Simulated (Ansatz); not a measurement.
Wanted: the native input for an Ansatz 0.2.0 run.

| Property | Result |
| --- | --- |
| Task | band structure |
| Functional | PBEsol |
| Potentials or basis | Ansatz PAW |
| Cutoff | 420 eV (not typed: the program's choice for these potentials) |
| k mesh | 9 × 9 × 5 |
| Occupations | fermi-dirac, width 0.05 eV |
| Spin | spin-orbit coupling, no magnetisation |
| Path | [["G", "M", "K", "G", "A", "L", "H", "A"], ["L", "M"], ["K", "H"]] |
| Points for each segment of the path | 14 |

Crystal: Pb.

```
CELL_PARAMETERS angstrom
3.48000 0.00000 0.00000
-1.74000 3.01377 0.00000
0.00000 0.00000 5.59000
ATOMIC_POSITIONS crystal
Pb 0.66667 0.33333 0.75000
Pb 0.33333 0.66667 0.25000
```

This isn't the form of Pb at room conditions, which is fcc.

The input as run:

input.yaml

```yaml
crystal:
  lattice:
    - [3.48, 0.0, 0.0]
    - [-1.74, 3.0137684052, 0.0]
    - [0.0, 0.0, 5.59]
  atoms:
    - { symbol: Pb, position: [0.6666666667, 0.3333333333, 0.75] }
    - { symbol: Pb, position: [0.3333333333, 0.6666666667, 0.25] }
hamiltonian:
  xc: pbesol
  pseudopotentials: { kind: paw_fr }
magnetization:
  noncollinear: true
  spin_orbit: true
kpoints:
  mp_grid: { grid: [9, 9, 5] }
  band_path:
    path:
      - [[0.0, 0.0, 0.0], [0.5, 0.0, 0.0], [0.3333333333, 0.3333333333, 0.0], [0.0, 0.0, 0.0], [0.0, 0.0, 0.5], [0.5, 0.0, 0.5], [0.3333333333, 0.3333333333, 0.5], [0.0, 0.0, 0.5]]
      - [[0.5, 0.0, 0.5], [0.5, 0.0, 0.0]]
      - [[0.3333333333, 0.3333333333, 0.0], [0.3333333333, 0.3333333333, 0.5]]
    npoints: 14
scf:
  occupations: { method: fermi_dirac, width: 0.05 }
  n_extra_bands: 6
output:
  forces: true
  stress: true
  eigenvalues: true
  fatbands: false
```

Potentials or basis: Ansatz PAW.

Command:

```sh
$ ansatz run input.yaml --threads 2 --pin off --max-ram 5632MiB --backend cpu --events-out ev --progress --plain --runs-dir out
```

Results of the run:

* Pressure: 1.4 GPa
* Band gap on the k mesh: none (metal or under the smearing width)

Caveat: the PAW data sets come from PBE, with cores solved anew for the run's functional, which leaves a small shift of forces and pressure.

It took 27 s on 2 threads of Arm Neoverse V1 (shared host), peak memory 0.51 GiB.
